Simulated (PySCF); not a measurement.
Spiropentane, C5H8.
Z-matrix (Å and degrees, PBE0-D3(BJ)/def2-SVP geometry), rows numbered from 1:
```
C 
C   1  1.5189
C   1  1.4771  2   59.06
C   3  1.4771  1  137.36  2  -130.65
C   3  1.4770  1  137.34  2   130.64
H   1  1.0944  2  117.74  3   108.15
H   1  1.0944  2  117.74  3  -108.16
H   2  1.0944  1  117.74  3  -108.15
H   2  1.0944  1  117.73  3   108.15
H   4  1.0944  3  118.41  5   107.04
H   4  1.0944  3  118.41  5  -107.03
H   5  1.0944  3  118.40  4  -107.04
H   5  1.0944  3  118.42  4   107.03
```

Method: core-valence-separated Tamm–Dancoff BHandHLYP/aug-pcX-1 (pcseg-1 on H) in PySCF, non-relativistic, gas phase, PBE0-D3(BJ)/def2-SVP geometry. BHandHLYP without relativity tends to put these K edges a few eV too low, so spacings mean more than positions.

(1) List the carbon K-edge absorption lines.

## Answers

(1) 
```
E (eV)       f  core hole on                 main final orbital
285.83  0.0382   C1/C2/C4/C5           LUMO (4 roots, f summed)
286.06  0.0909   C1/C2/C4/C5  LUMO+1/LUMO+2 (4 roots, f summed)
286.30  0.0879   C1/C2/C4/C5  LUMO+1/LUMO+2 (4 roots, f summed)
286.48  0.0537            C3  LUMO+4/LUMO+5 (2 roots, f summed)
287.00  0.0105            C3    LUMO/LUMO+3 (2 roots, f summed)
287.02  0.0404   C1/C2/C4/C5         LUMO+3 (4 roots, f summed)
```

The first line with a tenth or more of the strongest one's intensity is at 285.83 eV (f = 0.038, sum of 4), with the hole on C1/C2/C4/C5 (three-membered-ring carbon). The strongest listed is at 286.06 eV (f = 0.091, sum of 4; C1/C2/C4/C5).

Roots within 0.03 eV whose holes lie on the same, on equivalent or on shared atoms are summed into one line, and the highest roots are left out, as the search may have cut off their partners. Final orbitals are the ground state's empty Kohn–Sham orbitals.

What is the summed oscillator strength of the listed C K lines, and their intensity-weighted mean energy?

Σf = 0.322 over 6 lines from 285.83 to 287.02 eV; the weighted mean is 286.32 eV. The strongest line holds 28 % of the sum.

Only the lowest roots of each edge were sought.
